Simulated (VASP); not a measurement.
Bi2Se3 (Paraguanajuatite): single point with PBE

Crystal: Bi2Se3 (Paraguanajuatite).

```xyz
5
Lattice="2.0715 1.1960 9.5453 -2.0715 1.1960 9.5453 0.0000 -2.3920 9.5453" Properties=species:S:1:pos:R:3 pbc="T T T"
Bi    0.0000    0.0000   17.1587
Bi    0.0000    0.0000   11.4773
Se    0.0000    0.0000   22.5738
Se    0.0000    0.0000    6.0622
Se    0.0000    0.0000    0.0000
```

```
Program             : VASP 6.6.1
Task                : single point
Functional          : PBE
Potentials or basis : VASP PAW PBE potentials, release 64 (Bi_d, Se)
Cutoff              : 520 eV
k mesh              : 8 × 8 × 8
Occupations         : fermi-dirac, width 0.05 eV
Spin                : no spin polarisation
```

| Quantity | Value |
| --- | --- |
| Pressure | 2.6 GPa |
| Largest force | 0.172 eV/Å |
| Band gap on the k mesh | 0.21 eV, direct |

Forces on the atoms (eV/Å):
```
Bi   0.000  0.000  0.168
Bi   0.000  0.000 -0.168
Se   0.000  0.000  0.172
Se   0.000  0.000 -0.172
Se   0.000  0.000  0.000
```

Levels at points of the mesh, in eV from the valence-band top:
```tsv
k point	band 20	band 21	band 22	band 23	band 24	band 25	band 26	band 27	band 28	band 29
(0.00, 0.00, 0.00)	-1.87	-1.87	-1.22	-1.22	0.00	0.21	1.39	1.39	2.12	2.71
(0.50, 0.00, 0.00)	-3.03	-3.00	-2.15	-1.24	-0.56	0.84	1.92	2.96	3.15	4.08
(0.50, 0.50, 0.00)	-2.58	-1.89	-1.89	-1.65	-1.01	1.34	1.95	2.59	2.99	3.52
(0.50, 0.50, 0.50)	-1.63	-1.55	-1.39	-1.39	-0.45	0.62	1.70	1.70	2.06	2.38
```

Wall time 17 min on 1 thread of Intel(R) Xeon(R) 6975P-C (Granite Rapids), on a shared host, peak memory 1 GiB.

Caveat: spin-orbit coupling is left out, which as a rule narrows the gap of such compounds by several tenths of an eV. Expect the measured gap to be larger: semilocal functionals such as PBE lack the derivative discontinuity.
